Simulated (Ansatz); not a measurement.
Take a 12-atom supercell of GeTe (space group R3m, No. 160; a = 4.1870 Å, c = 11.0604 Å (hexagonal axes); layered) at its relaxed geometry as the base.

Computed with r2SCAN (Ansatz, a program for electronic structure; PAW; 500 eV plane waves; no SOC).

Before the change:

* **Pressure**: 0.0 GPa

Perturbation: a neutral Te on a Ge site (antisite), atoms relaxed at fixed cell, starting from a slightly rattled geometry.

Task: What happens to the pressure?

Result: The pressure goes from zero to 0.6 GPa.

Task: How does this affect the shift of the substituted atom off its lattice site?

Result: The shift of the substituted atom off its lattice site is 0.18 Å.

Task: Estimate the effect on the largest displacement of a host atom from its site in the perfect cell.

Result: The largest displacement of a host atom from its site in the perfect cell comes out as 0.37 Å.

The magnetic state is the one reached from the starting moments; the real material's order can differ, and small cells can't hold many antiferromagnetic ones. In so small a cell the defect repeats every few ångströms: this is an ordered compound, not a dilute defect. The mesh was chosen for an insulator and is coarse for the gapless case. Starting moments died away, wholly or in part, for Te on a Ge site (antisite); another magnetic solution may exist. No dispersion term is included, though the crystal is made of layers, chains or molecules, so its spacings can come out too wide. The defect cell is spin-polarised and ends with 0.0 μB.
